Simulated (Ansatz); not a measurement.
Steps from a short run of molecular dynamics on a 2×2×2 supercell (24 atoms) of CaF2 (Fm-3m), relaxed with r2SCAN; forces from PBE in the PAW code Ansatz, 2×2×2 mesh, Fermi-Dirac smearing of 0.020 eV, Langevin thermostat and barostat (NPT), set at 200 K. Computed, non-magnetic; the trajectory is short and the cell small, so nothing here is a converged average.

**Question.** At 12 fs the positions in Å are
```
cell (Å): 0.000 5.455 5.455; 5.455 0.000 5.455; 5.455 5.455 0.000
Ca  -0.018  -0.014   0.028
F    1.377   1.337   1.365
F    4.108   4.110   4.051
Ca   2.700   2.718   0.039
F    4.088   4.085   1.400
F    6.811   6.803   4.089
Ca   2.709   0.042   2.724
F    4.117   1.363   4.090
F    6.747   4.080   6.794
Ca   5.497   2.692   2.699
F    6.805   4.130   4.084
F    9.552   6.788   6.839
Ca  -0.002   2.724   2.745
F    1.337   4.122   4.114
F    4.070   6.803   6.837
Ca   2.720   5.437   2.725
F    4.052   6.871   4.071
F    6.863   9.526   6.855
Ca   2.774   2.734   5.438
F    4.106   4.125   6.825
F    6.905   6.854   9.543
Ca   5.481   5.482   5.414
F    6.764   6.759   6.833
F    9.524   9.552   9.501
```
What are the forces, and how far does the free energy (smearing included) lie above that of step 0, with the atoms on their sites?

**Answer.** 5.0 meV an atom; forces in eV/Å:
```
cell (Å), as above: 0.000 5.455 5.455; 5.455 0.000 5.455; 5.455 5.455 0.000
Ca   0.111  -0.037  -0.170
F   -0.222   0.109  -0.004
F   -0.129  -0.124   0.175
Ca   0.150   0.179  -0.303
F    0.013  -0.064  -0.267
F    0.133   0.363   0.037
Ca   0.281  -0.454   0.019
F    0.013   0.080   0.129
F    0.374  -0.093   0.147
Ca  -0.072   0.173   0.245
F    0.044  -0.151   0.052
F   -0.087   0.146  -0.163
Ca  -0.251   0.205  -0.107
F    0.144  -0.188  -0.010
F    0.066   0.210  -0.143
Ca  -0.037   0.107   0.089
F    0.295  -0.207   0.144
F   -0.167  -0.084  -0.268
Ca  -0.050   0.142   0.206
F   -0.104  -0.224  -0.221
F   -0.470  -0.143   0.051
Ca  -0.440  -0.236   0.168
F    0.349   0.224  -0.174
F    0.056   0.065   0.366
```

**Question.** At 20 fs the positions in Å are
```
cell (Å): 0.000 5.479 5.479; 5.479 0.000 5.479; 5.479 5.479 0.000
Ca  -0.022  -0.016   0.051
F    1.391   1.315   1.377
F    4.134   4.130   4.050
Ca   2.698   2.731   0.057
F    4.091   4.105   1.417
F    6.835   6.834   4.093
Ca   2.711   0.060   2.744
F    4.163   1.366   4.111
F    6.731   4.082   6.836
Ca   5.552   2.675   2.697
F    6.823   4.166   4.117
F    9.585   6.808   6.871
Ca  -0.007   2.731   2.768
F    1.341   4.159   4.157
F    4.071   6.829   6.866
Ca   2.730   5.455   2.740
F    4.064   6.929   4.082
F    6.917   9.566   6.899
Ca   2.816   2.749   5.454
F    4.115   4.165   6.841
F    6.982   6.904   9.589
Ca   5.529   5.526   5.421
F    6.758   6.757   6.866
F    9.559   9.617   9.536
```
What are the forces, and how far does the free energy (smearing included) lie above that of step 0, with the atoms on their sites?

**Answer.** 10.8 meV an atom; forces in eV/Å:
```
cell (Å), as above: 0.000 5.479 5.479; 5.479 0.000 5.479; 5.479 5.479 0.000
Ca   0.135  -0.112  -0.252
F   -0.365   0.256  -0.049
F   -0.163  -0.133   0.211
Ca   0.225   0.208  -0.348
F    0.070  -0.105  -0.332
F    0.227   0.494   0.106
Ca   0.454  -0.646  -0.027
F   -0.024   0.134   0.155
F    0.558  -0.109   0.141
Ca  -0.225   0.355   0.359
F    0.124  -0.217   0.004
F   -0.092   0.213  -0.173
Ca  -0.355   0.362  -0.135
F    0.155  -0.267  -0.068
F    0.128   0.322  -0.135
Ca  -0.034   0.095   0.179
F    0.388  -0.276   0.179
F   -0.287  -0.209  -0.271
Ca  -0.050   0.294   0.218
F   -0.089  -0.344  -0.214
F   -0.652  -0.180  -0.013
Ca  -0.779  -0.427   0.216
F    0.565   0.293  -0.173
F    0.086  -0.002   0.420
```

**Question.** At 36 fs the positions in Å are
```
cell (Å): 0.000 5.536 5.536; 5.536 0.000 5.536; 5.536 5.536 0.000
Ca  -0.031  -0.010   0.107
F    1.399   1.290   1.399
F    4.153   4.161   4.077
Ca   2.706   2.766   0.083
F    4.104   4.176   1.402
F    6.944   6.939   4.134
Ca   2.744   0.055   2.801
F    4.280   1.368   4.202
F    6.745   4.081   6.954
Ca   5.653   2.635   2.709
F    6.890   4.211   4.194
F    9.679   6.850   6.980
Ca  -0.022   2.780   2.809
F    1.387   4.201   4.244
F    4.094   6.915   6.918
Ca   2.728   5.493   2.769
F    4.137   7.026   4.117
F    7.011   9.645   7.003
Ca   2.898   2.795   5.514
F    4.124   4.233   6.839
F    7.068   7.028   9.696
Ca   5.587   5.602   5.466
F    6.817   6.797   6.895
F    9.652   9.746   9.676
```
What are the forces, and how far does the free energy (smearing included) lie above that of step 0, with the atoms on their sites?

**Answer.** 16.0 meV an atom; forces in eV/Å:
```
cell (Å), as above: 0.000 5.536 5.536; 5.536 0.000 5.536; 5.536 5.536 0.000
Ca   0.214  -0.282  -0.306
F   -0.299   0.335  -0.003
F   -0.021  -0.083   0.076
Ca   0.268   0.164  -0.373
F    0.057  -0.238  -0.152
F    0.168   0.331   0.078
Ca   0.367  -0.552  -0.119
F   -0.160   0.175  -0.041
F    0.661   0.077   0.010
Ca  -0.417   0.696   0.425
F    0.108  -0.089  -0.008
F   -0.117   0.416  -0.191
Ca  -0.330   0.175   0.060
F   -0.045  -0.108  -0.128
F    0.198   0.272   0.100
Ca   0.165   0.091   0.295
F    0.252  -0.326   0.266
F   -0.374  -0.276  -0.157
Ca  -0.194   0.259   0.078
F    0.073  -0.320   0.129
F   -0.491  -0.378  -0.194
Ca  -0.826  -0.505  -0.038
F    0.610   0.245   0.079
F    0.132  -0.080   0.115
```
